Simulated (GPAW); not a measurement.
The system is Pd.

```xyz
1
Lattice="-1.5723 1.5723 1.5723 1.5723 -1.5723 1.5723 1.5723 1.5723 -1.5723" Properties=species:S:1:pos:R:3 pbc="T T T"
Pd    0.0000    0.0000    0.0000
```

This isn't the form of Pd at room conditions, which is fcc.

Base run:

* Program: GPAW 26.7.0
* Functional: PBEsol
* Potentials or basis: PAW data sets generated in the run's folder for this functional
* Cutoff: 600 eV
* Basis: pw
* k mesh: 12 × 12 × 12
* Occupations: fermi-dirac, width 0.05 eV
* Spin: no spin polarisation

Its results: band gap on the k mesh none (metal or under the smearing width); pressure -9.6 GPa.

Problem. The run is repeated on the same cell with these changes: occupations from fermi-dirac, width 0.05 eV to fermi-dirac, width 0.02 eV; dispersion from none to D4. What comes out?

Solution. Band gap on the k mesh none (metal or under the smearing width); pressure -12.3 GPa.

Caveats: pairwise dispersion overbinds metals, which lowers pressure and volume (some runs).

Not every run made on this cell is shown here.
